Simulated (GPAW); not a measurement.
# GaN (F-43m) in GPAW: a series of runs, part 2 of 4

GPAW 26.7.0.

## (3) Hybrid scf, SCAN0

run.py

```python
import numpy as np
from ase.dft.bandgap import bandgap
from ase.io import write
from ase.spacegroup import crystal
from gpaw import GPAW, PW
from gpaw.xc import parametrizedxc

class ScaledMGGA(parametrizedxc.ParametrizedKernel):
    """Weighted sum of Libxc meta-GGA parts, named like '0.75_MGGA_X_..+1.0_MGGA_C_..'."""
    def __init__(self, name):
        super().__init__(name)
        self.type = 'MGGA'

    def calculate(self, e_g, n_sg, dedn_sg, sigma_xg, dedsigma_xg, tau_sg, dedtau_sg):
        e_g[:] = dedsigma_xg[:] = dedtau_sg[:] = 0.0
        for kernel, c in zip(self.kernels, self.coefs):
            e, v, s, t = [np.zeros_like(x) for x in [e_g, dedn_sg, dedsigma_xg, dedtau_sg]]
            kernel.calculate(e, n_sg, v, sigma_xg, s, tau_sg, t)
            e_g += c * e
            dedn_sg += c * v
            dedsigma_xg += c * s
            dedtau_sg += c * t

parametrizedxc.ParametrizedKernel = ScaledMGGA

# Ga 4a
# N 4d
atoms = crystal(['Ga', 'N'],
                basis=[[0.0, 0.0, 0.0],
                       [0.25, 0.25, 0.75]],
                spacegroup=216, setting=1,  # F-43m
                cellpar=[4.50700122, 4.50700122, 4.50700122, 90.0, 90.0, 90.0],
                primitive_cell=True)

calc = GPAW(mode=PW(650),
            xc={'name': '0.750_MGGA_X_SCAN+1.0_MGGA_C_SCAN', 'fraction': 0.25, 'omega': 0.0, 'backend': 'pw'},
            kpts={'size': (5, 5, 5), 'gamma': True},
            occupations={'name': 'fermi-dirac', 'width': 0.001},
            nbands=11,
            convergence={'density': 0.0001},
            maxiter=40,
            txt='gpaw.txt')
atoms.calc = calc
energy = atoms.get_potential_energy()
calc.write('gs.gpw')
write('result.traj', atoms)
print(f'Energy: {energy:.6f} eV')
print('Fermi level:', round(calc.get_fermi_level(), 4), 'eV')
print(f'Gap: {bandgap(calc)[0]:.4f} eV, direct: {bandgap(calc, direct=True)[0]:.4f} eV')
```

Potentials or basis: GPAW PAW data sets (gpaw-data 1.2.1), pw.

Started as:

```console
$ OMP_NUM_THREADS=1 python run.py
```

gpaw.txt:

```text
__  _  _
 | _ |_)|_||  |
 |__||  | ||/\| - 26.7.0

Input parameters:
  mode=PW(ecut=650.0),
  convergence={'density': 0.0001},
  kpts=MonkhorstPack(size=(5, 5, 5), gamma=True),
  maxiter=40,
  nbands=11,
  occupations=Occupations(name='fermi-dirac', width=0.001),
  xc=XC(name='0.750_MGGA_X_SCAN+1.0_MGGA_C_SCAN', fraction=0.25, omega=0.0, backend='pw')

Diagonalizing LCAO Hamiltonian
Converting LCAO to pw mode

                  N

       Ga

Atoms  # Å, Bohr magnetons
|   | symbol |        x |        y |        z |    initial magnetic moments |
|---|--------|----------|----------|----------|-----------------------------|
| 0 |     Ga | 0.000000 | 0.000000 | 0.000000 | ( 0.0000,  0.0000,  0.0000) |
| 1 |      N | 3.380251 | 3.380251 | 3.380251 | ( 0.0000,  0.0000,  0.0000) |

Unit cell  # Å
| periodic |        x |        y |        z |  lengths |    angles |
|----------|----------|----------|----------|----------|-----------|
|      yes | 0.000000 | 2.253501 | 2.253501 | 3.186931 | 60.000000 |
|      yes | 2.253501 | 0.000000 | 2.253501 | 3.186931 | 60.000000 |
|      yes | 2.253501 | 2.253501 | 0.000000 | 3.186931 | 60.000000 |

Number of symmetries: 24
Symmetry operations  # r_c * U_cc + t_c -> r_c
|    | kind |            matrix            |
|----|------|------------------------------|
|  0 |  E   |  1, 0, 0,  0, 1, 0,  0, 0, 1 |
|  1 |  σ   |  1, 0, 0,  0, 0, 1,  0, 1, 0 |
|  2 |  σ   |  1, 0,-1,  0, 1,-1,  0, 0,-1 |
|  3 |  C3  |  1, 0,-1,  0, 0,-1,  0, 1,-1 |
|  4 |  C3  |  1,-1, 0,  0,-1, 1,  0,-1, 0 |
|  5 |  σ   |  1,-1, 0,  0,-1, 0,  0,-1, 1 |
|  6 |  σ   |  0, 1, 0,  1, 0, 0,  0, 0, 1 |
|  7 |  C3  |  0, 1, 0,  0, 0, 1,  1, 0, 0 |
|  8 |  C2  |  0, 1,-1,  1, 0,-1,  0, 0,-1 |
|  9 |  S4  |  0, 1,-1,  0, 0,-1,  1, 0,-1 |
| 10 |  C3  |  0, 0, 1,  1, 0, 0,  0, 1, 0 |
| 11 |  σ   |  0, 0, 1,  0, 1, 0,  1, 0, 0 |
| 12 |  S4  |  0, 0,-1,  1, 0,-1,  0, 1,-1 |
| 13 |  C3  |  0, 0,-1,  0, 1,-1,  1, 0,-1 |
| 14 |  S4  |  0,-1, 1,  1,-1, 0,  0,-1, 0 |
| 15 |  C2  |  0,-1, 1,  0,-1, 0,  1,-1, 0 |
| 16 |  C3  |  0,-1, 0,  1,-1, 0,  0,-1, 1 |
| 17 |  S4  |  0,-1, 0,  0,-1, 1,  1,-1, 0 |
| 18 |  S4  | -1, 1, 0, -1, 0, 1, -1, 0, 0 |
| 19 |  C3  | -1, 1, 0, -1, 0, 0, -1, 0, 1 |
| 20 |  C3  | -1, 0, 1, -1, 1, 0, -1, 0, 0 |
| 21 |  S4  | -1, 0, 1, -1, 0, 0, -1, 1, 0 |
| 22 |  σ   | -1, 0, 0, -1, 1, 0, -1, 0, 1 |
| 23 |  C2  | -1, 0, 0, -1, 0, 1, -1, 1, 0 |

BZ-sampling:
  Number of BZ points: 125
  Number of IBZ points: 10

  Monkhorst-Pack size: [5, 5, 5]
  Monkhorst-Pack shift: [0, 0, 0]

K-points  # in reciprocal-cell coordinates
|   |                                coordinates |     weight |
|---|--------------------------------------------|------------|
| 0 | (  0.00000000,   0.00000000,   0.00000000) | 0.00800000 |
| 1 | (  0.20000000,   0.20000000,   0.00000000) | 0.04800000 |
| 2 | (  0.20000000,   0.20000000,   0.20000000) | 0.06400000 |
| 3 | (  0.40000000,   0.20000000,  -0.20000000) | 0.19200000 |
| 4 | (  0.40000000,   0.20000000,   0.20000000) | 0.09600000 |
| 5 | (  0.40000000,   0.40000000,  -0.40000000) | 0.19200000 |
| 6 | (  0.40000000,   0.40000000,  -0.20000000) | 0.09600000 |
| 7 | (  0.40000000,   0.40000000,   0.00000000) | 0.04800000 |
| 8 | (  0.40000000,   0.40000000,   0.20000000) | 0.19200000 |
| 9 | (  0.40000000,   0.40000000,   0.40000000) | 0.06400000 |

Plane wave coefficients: 875
Cutoff: 650.0 eV

Spin-components: 1 (collinear spins)
Bands:           11
Projectors:      10
Spin-degeneracy: 2
Datatype:        complex128

Density:
  Valence electrons: 8.0
  Components: 1
  Grid points: [20 20 20]
  Charge: 0.0  # |e|

Potential:
  Grid points: [20 20 20]

species:
  Ga:
    name:    Gallium
    Z:       31.0
    valence: 3
    core:    28
    charge:  0.0  # [|e|]
    compensation charges:
      type: gauss
      rc: 0.37  # [Å]
      lmax: 2
    cutoffs:
      filter: 2.06  # [Å]
      core: 4.17  # [Å]
    projectors
    | kind |    occ | energy [eV] | rcut [Å] |
    |------|--------|-------------|----------|
    |   4s |  2.000 |      -8.945 |    1.164 |
    |   4p |  1.000 |      -2.580 |    1.164 |
    |    s |        |      18.266 |    1.164 |
    |    p |        |      24.631 |    1.164 |
    |    d |        |       0.000 |    1.164 |

    Using partial waves for Ga as LCAO basis

  N:
    name:    Nitrogen
    Z:       7.0
    valence: 5
    core:    2
    charge:  0.0  # [|e|]
    compensation charges:
      type: gauss
      rc: 0.18  # [Å]
      lmax: 2
    cutoffs:
      filter: 1.11  # [Å]
      core: 0.96  # [Å]
    projectors
    | kind |    occ | energy [eV] | rcut [Å] |
    |------|--------|-------------|----------|
    |   2s |  2.000 |     -18.583 |    0.603 |
    |   2p |  3.000 |      -7.089 |    0.529 |
    |    s |        |       8.629 |    0.603 |
    |    p |        |      20.123 |    0.529 |
    |    d |        |       0.000 |    0.577 |

    Using partial waves for N as LCAO basis

Reference energy: -54366.393033  # eV

eigensolver:
  PPCG
  Converge bands: occupied
  niter=2

density mixing:
  MSR1-Mixer
  Pratt-step length: 0.05
  Maximum mixing coefficient: 0.75
  Old densities: 10
  SVD Regularization: 0.005
  Good broyden scale: 1.0
  Trust region scale: 1.0
  Backstep threshold: 4.0
  History deletion threshold: 6.0
  Fourier metric: weight=20.0, sigma=0.015

occupation numbers:
  Fermi-Dirac:
    width: 0.0010  # eV

poisson solver:
  ecut: 5200.0  # eV

xc functional:
  name: 0.750_MGGA_X_SCAN+1.0_MGGA_C_SCAN with 2 nearest neighbor stencil

convergence criteria:
- Maximum integral of absolute [dens]ity change: 0.0001 electrons / valence electron
- Maximum [total energy] change in last 3 cyles: 0.0005 eV / valence electron
- Maximum integral of absolute [eigenst]ate change: 4e-08 eV^2 / valence electron
maximum number of iterations: 40

IBZ(<points: 10, symmetries: 24>)
Occupied bands: 4
SCF iterations
|iter     | |      energy | eigst |  dens |
|---------|-|-------------|-------|-------|
|iter:   1| | -566.776480 | -0.28 |       |
|iter:   2| |  -22.684246 | -0.43 | -0.45 |
|iter:   3| |  -22.955798 | -1.03 | -0.59 |
|iter:   4| |  -22.686163 | -0.99 | -0.77 |
|iter:   5| |  -22.850872 | -1.33 | -1.19 |
|iter:   6| |  -22.818506 | -2.87 | -1.36 |
|iter:   7| |  -22.778229 | -1.86 | -1.50 |
|iter:   8| |  -22.783572 | -4.26 | -1.99 |
|iter:   9| |  -22.786680 | -3.11 | -2.24 |
|iter:  10| |  -22.782487 | -3.41 | -2.00 |
|iter:  11| |  -22.782593 | -3.73 | -2.51 |
|iter:  12| |  -22.782702c| -5.83 | -3.16 |
|iter:  13| |  -22.782684c| -5.23 | -3.18 |
|iter:  14| |  -22.782684c| -7.60c| -3.83 |
|iter:  15| |  -22.782684c| -6.58 | -3.89 |
|iter:  16| |  -22.782684c| -9.13c| -4.44c|

Converged in 16 steps
Energy contributions relative to reference atoms: (reference = -54366.393033)

Energy contributions:
  Kinetic:          27.128106
  Coulomb:         -22.815013
  Zero:              0.014127
  External:          0.000000
  Xc:              523.639025
  Entropy:          -0.000000
  Spinorbit:         0.000000
  Hybrid_Xc_Cc:      -525.996878
  Hybrid_Xc_Vc:        -4.237032
  Hybrid_Xc_Vv:       -20.515019
  ----------------------------
  Free energy:     -22.782684
  Extrapolated:    -22.782684

dipole moment: (-10.147551, -10.147551, -10.147551)  # |e|*Ang

Fermi level: 5.572
Eigenvalues  # (at kpt = [0.000, 0.000, 0.000])
| band index |      eig [eV] | occ [0-2] |
|------------|---------------|-----------|
|          0 |       -12.962 |     2.000 |
|          1 |         4.992 |     2.000 |
|          2 |         4.995 |     2.000 |
|          3 |         4.995 |     2.000 |
|          4 |         9.033 |     0.000 |
|          5 |        18.087 |     0.000 |
|          6 |        18.087 |     0.000 |
|          7 |        18.088 |     0.000 |
|          8 |        25.715 |     0.000 |
|          9 |        25.791 |     0.000 |
|         10 |        25.798 |     0.000 |

Gap: 4.038 eV
Transition (v -> c):
  (s=0, k=0, n=3, [0.00, 0.00, 0.00]) -> (s=0, k=0, n=4, [0.00, 0.00, 0.00])
No difference between direct/indirect transitions
# Writing to gs.gpw (mode='')
```

Run time: 25 min. Hardware: 1 thread of Arm Neoverse V1, shared host; peak memory 0.31 GiB.

Results:

```
Free energy            : -22.7827 eV
Band gap on the k mesh : 4.04 eV, direct
```

Levels at points of the mesh, in eV from the valence-band top:
```csv
k point,band 1,band 2,band 3,band 4,band 5,band 6,band 7
"(0.00, 0.00, 0.00)",-17.96,0.00,0.00,0.00,4.04,13.09,13.09
```

Caveat: the k mesh is coarse (spacing up to 0.48 Å⁻¹), so the values aren't converged, least of all with exact exchange; the scaled meta-GGA exchange is a class typed in the script; the PAW data sets were made with another functional, which shifts forces and pressure a little.

## (4) Equation of state, revPBE

run.py

```python
from ase.eos import EquationOfState
from ase.io import Trajectory, read
from ase.units import GPa
from gpaw import GPAW, PW

atoms = read('POSCAR')

traj = Trajectory('eos.traj', 'w')
volumes, energies = [], []
for x in [0.94, 0.96, 0.98, 1.0, 1.02, 1.04, 1.06]:
    a = atoms.copy()
    a.set_cell(atoms.cell * x**(1 / 3), scale_atoms=True)
    calc = GPAW(mode=PW(800),
                xc='revPBE',
                kpts={'size': (10, 10, 10), 'gamma': True},
                occupations={'name': 'fermi-dirac', 'width': 0.05},
                nbands=11,
                convergence={'density': 1e-05, 'energy': 1e-05},
                maxiter=150,
                txt=f'eos-{x:.2f}.txt')
    a.calc = calc
    energies.append(a.get_potential_energy(force_consistent=True))
    volumes.append(a.get_volume())
    p = -a.get_stress()[:3].mean() / GPa
    calc.write(f'eos-{x:.2f}.gpw')
    traj.write(a)
    print(f'{x:.2f} {volumes[-1]:10.4f} A^3 {energies[-1]:14.6f} eV {p:9.3f} GPa', flush=True)

v0, e0, B = EquationOfState(volumes, energies, eos='birchmurnaghan').fit()
print(f'V0 = {v0:.4f} A^3, E0 = {e0:.6f} eV, B0 = {B / GPa:.2f} GPa')
```

POSCAR

```
GaN
1.0
    0.0000000000      2.2535006075      2.2535006075
    2.2535006075      0.0000000000      2.2535006075
    2.2535006075      2.2535006075      0.0000000000
Ga N
1 1
Direct
    0.0000000000      0.0000000000      0.0000000000
    0.2500000000      0.2500000000      0.2500000000
```

Potentials or basis: the program's PAW data sets (release 1.2.1) made for this functional, pw.

Started as:

```console
$ OMP_NUM_THREADS=1 python run.py
```

The program printed:

```text
__  _  _
 | _ |_)|_||  |
 |__||  | ||/\| - 26.7.0

Input parameters:
  mode=PW(ecut=800.0),
  convergence={'density': 1e-05, 'energy': 1e-05},
  kpts=MonkhorstPack(size=(10, 10, 10), gamma=True),
  maxiter=150,
  nbands=11,
  occupations=Occupations(name='fermi-dirac', width=0.05),
  xc=XC(name='revPBE')

Diagonalizing LCAO Hamiltonian
Converting LCAO to pw mode

           N
       Ga

Atoms  # Å, Bohr magnetons
|   | symbol |        x |        y |        z |    initial magnetic moments |
|---|--------|----------|----------|----------|-----------------------------|
| 0 |     Ga | 0.000000 | 0.000000 | 0.000000 | ( 0.0000,  0.0000,  0.0000) |
| 1 |      N | 1.103749 | 1.103749 | 1.103749 | ( 0.0000,  0.0000,  0.0000) |

Unit cell  # Å
| periodic |        x |        y |        z |  lengths |    angles |
|----------|----------|----------|----------|----------|-----------|
|      yes | 0.000000 | 2.207498 | 2.207498 | 3.121873 | 60.000000 |
|      yes | 2.207498 | 0.000000 | 2.207498 | 3.121873 | 60.000000 |
|      yes | 2.207498 | 2.207498 | 0.000000 | 3.121873 | 60.000000 |

Number of symmetries: 24
Symmetry operations  # r_c * U_cc + t_c -> r_c
|    | kind |            matrix            |
|----|------|------------------------------|
|  0 |  E   |  1, 0, 0,  0, 1, 0,  0, 0, 1 |
|  1 |  σ   |  1, 0, 0,  0, 0, 1,  0, 1, 0 |
|  2 |  σ   |  1, 0,-1,  0, 1,-1,  0, 0,-1 |
|  3 |  C3  |  1, 0,-1,  0, 0,-1,  0, 1,-1 |
|  4 |  C3  |  1,-1, 0,  0,-1, 1,  0,-1, 0 |
|  5 |  σ   |  1,-1, 0,  0,-1, 0,  0,-1, 1 |
|  6 |  σ   |  0, 1, 0,  1, 0, 0,  0, 0, 1 |
|  7 |  C3  |  0, 1, 0,  0, 0, 1,  1, 0, 0 |
|  8 |  C2  |  0, 1,-1,  1, 0,-1,  0, 0,-1 |
|  9 |  S4  |  0, 1,-1,  0, 0,-1,  1, 0,-1 |
| 10 |  C3  |  0, 0, 1,  1, 0, 0,  0, 1, 0 |
| 11 |  σ   |  0, 0, 1,  0, 1, 0,  1, 0, 0 |
| 12 |  S4  |  0, 0,-1,  1, 0,-1,  0, 1,-1 |
| 13 |  C3  |  0, 0,-1,  0, 1,-1,  1, 0,-1 |
| 14 |  S4  |  0,-1, 1,  1,-1, 0,  0,-1, 0 |
| 15 |  C2  |  0,-1, 1,  0,-1, 0,  1,-1, 0 |
| 16 |  C3  |  0,-1, 0,  1,-1, 0,  0,-1, 1 |
| 17 |  S4  |  0,-1, 0,  0,-1, 1,  1,-1, 0 |
| 18 |  S4  | -1, 1, 0, -1, 0, 1, -1, 0, 0 |
| 19 |  C3  | -1, 1, 0, -1, 0, 0, -1, 0, 1 |
| 20 |  C3  | -1, 0, 1, -1, 1, 0, -1, 0, 0 |
| 21 |  S4  | -1, 0, 1, -1, 0, 0, -1, 1, 0 |
| 22 |  σ   | -1, 0, 0, -1, 1, 0, -1, 0, 1 |
| 23 |  C2  | -1, 0, 0, -1, 0, 1, -1, 1, 0 |

BZ-sampling:
  Number of BZ points: 1000
  Number of IBZ points: 47

  Monkhorst-Pack size: [10, 10, 10]
  Monkhorst-Pack shift: [0.05, 0.05, 0.05]

K-points  # in reciprocal-cell coordinates
|     |                                coordinates |     weight |
|-----|--------------------------------------------|------------|
|   0 | (  0.00000000,   0.00000000,   0.00000000) | 0.00100000 |
|   1 | (  0.10000000,   0.10000000,   0.00000000) | 0.00600000 |
|   2 | (  0.10000000,   0.10000000,   0.10000000) | 0.00800000 |
|   3 | (  0.20000000,   0.10000000,   0.10000000) | 0.01200000 |
|   4 | (  0.20000000,   0.20000000,   0.00000000) | 0.00600000 |
|   5 | (  0.20000000,   0.20000000,   0.10000000) | 0.02400000 |
|   6 | (  0.20000000,   0.20000000,   0.20000000) | 0.00800000 |
|   7 | (  0.30000000,   0.20000000,   0.10000000) | 0.02400000 |
|   8 | (  0.30000000,   0.20000000,   0.20000000) | 0.02400000 |
|   9 | (  0.30000000,   0.30000000,   0.00000000) | 0.00600000 |
| ... |                                            |            |
|  46 | (  0.50000000,   0.50000000,   0.50000000) | 0.00400000 |

Plane wave coefficients: 1117
Cutoff: 800.0 eV

Spin-components: 1 (collinear spins)
Bands:           11
Projectors:      10
Spin-degeneracy: 2
Datatype:        complex128

Density:
  Valence electrons: 8.0
  Components: 1
  Grid points: [21 21 21]
  Charge: 0.0  # |e|

Potential:
  Grid points: [21 21 21]

species:
  Ga:
    name:    Gallium
    Z:       31.0
    valence: 3
    core:    28
    charge:  0.0  # [|e|]
    compensation charges:
      type: gauss
      rc: 0.37  # [Å]
      lmax: 2
    cutoffs:
      filter: 2.06  # [Å]
      core: 4.17  # [Å]
    projectors
    | kind |    occ | energy [eV] | rcut [Å] |
    |------|--------|-------------|----------|
    |   4s |  2.000 |      -8.879 |    1.164 |
    |   4p |  1.000 |      -2.530 |    1.164 |
    |    s |        |      18.332 |    1.164 |
    |    p |        |      24.682 |    1.164 |
    |    d |        |       0.000 |    1.164 |

    Using partial waves for Ga as LCAO basis

  N:
    name:    Nitrogen
    Z:       7.0
    valence: 5
    core:    2
    charge:  0.0  # [|e|]
    compensation charges:
      type: gauss
      rc: 0.18  # [Å]
      lmax: 2
    cutoffs:
      filter: 1.11  # [Å]
      core: 0.96  # [Å]
    projectors
    | kind |    occ | energy [eV] | rcut [Å] |
    |------|--------|-------------|----------|
    |   2s |  2.000 |     -18.619 |    0.603 |
    |   2p |  3.000 |      -7.035 |    0.529 |
    |    s |        |       8.592 |    0.603 |
    |    p |        |      20.177 |    0.529 |
    |    d |        |       0.000 |    0.577 |

    Using partial waves for N as LCAO basis

Reference energy: -54372.123966  # eV

eigensolver:
  PPCG
  Converge bands: occupied
  niter=2

density mixing:
  MSR1-Mixer
  Pratt-step length: 0.05
  Maximum mixing coefficient: 0.75
  Old densities: 10
  SVD Regularization: 0.005
  Good broyden scale: 1.0
  Trust region scale: 1.0
  Backstep threshold: 4.0
  History deletion threshold: 6.0
  Fourier metric: weight=20.0, sigma=0.015

occupation numbers:
  Fermi-Dirac:
    width: 0.0500  # eV

poisson solver:
  ecut: 6400.0  # eV

xc functional:
  name: revPBE with 2 nearest neighbor stencil

convergence criteria:
- Maximum integral of absolute [dens]ity change: 1e-05 electrons / valence electron
- Maximum [total energy] change in last 3 cyles: 1e-05 eV / valence electron
- Maximum integral of absolute [eigenst]ate change: 4e-08 eV^2 / valence electron
maximum number of iterations: 150

SCF iterations
|iter     | |      energy | eigst |  dens |
|---------|-|-------------|-------|-------|
|iter:   1| |  -13.041683 | -0.14 |       |
|iter:   2| |  -12.541413 | -2.01 | -0.56 |
|iter:   3| |  -11.148705 | -0.64 | -0.62 |
|iter:   4| |  -11.153664 | -3.08 | -1.30 |
|iter:   5| |  -11.157495 | -3.34 | -1.57 |
|iter:   6| |  -11.157536 | -5.41 | -2.83 |
|iter:   7| |  -11.157554c| -6.04 | -3.15 |
|iter:   8| |  -11.157554c| -8.04c| -4.29 |
|iter:   9| |  -11.157554c| -7.64c| -4.74 |
|iter:  10| |  -11.157554c| -8.80c| -5.70c|

Converged in 10 steps
Energy contributions relative to reference atoms: (reference = -54372.123966)

Energy contributions:
  Kinetic:          45.637970
  Coulomb:         -39.616327
  Zero:              0.156285
  External:          0.000000
  Xc:              -17.335482
  Entropy:          -0.000000
  Spinorbit:         0.000000
  ----------------------------
  Free energy:     -11.157554
  Extrapolated:    -11.157554

dipole moment: (-12.331248, -12.331248, -12.331248)  # |e|*Ang

Fermi level: 8.246
Eigenvalues  # (at kpt = [0.000, 0.000, 0.000])
| band index |      eig [eV] | occ [0-2] |
|------------|---------------|-----------|
|          0 |        -9.169 |     2.000 |
|          1 |         7.255 |     2.000 |
|          2 |         7.255 |     2.000 |
|          3 |         7.255 |     2.000 |
|          4 |         9.518 |     0.000 |
|          5 |        18.130 |     0.000 |
|          6 |        18.130 |     0.000 |
|          7 |        18.130 |     0.000 |
|          8 |        25.920 |     0.000 |
|          9 |        26.121 |     0.000 |
|         10 |        26.135 |     0.000 |

Gap: 2.263 eV
Transition (v -> c):
  (s=0, k=0, n=3, [0.00, 0.00, 0.00]) -> (s=0, k=0, n=4, [0.00, 0.00, 0.00])
No difference between direct/indirect transitions

Stress tensor  # eV/Ang^3
|         x |         y |         z |
|-----------|-----------|-----------|
| -0.206416 |  0.000000 | -0.000000 |
|  0.000000 | -0.206416 | -0.000000 |
| -0.000000 | -0.000000 | -0.206416 |

# Writing to eos-0.94.gpw (mode='')
```

Wall time 79 s (1 thread of Arm Neoverse V2, shared host); peak memory 0.22 GiB.

Results:

* Equilibrium volume: 12.37 Å³/atom (rough: see the caveat)
* Bulk modulus: 173 GPa (rough)

Energy against volume, from the lowest point:
```tsv
volume (Å³/atom)	energy (meV/atom)
10.757	146.26
10.986	102.70
11.215	68.01
11.444	41.14
11.673	21.28
11.902	7.75
12.131	0.00
```

Caveat: the data sets keep Ga 3d, Li 1s and Be 1s frozen, and some such compounds lay over 1.5 % in volume off other programs; the minimum lies outside the volumes run.

(Part 2 of 4 ends here.)
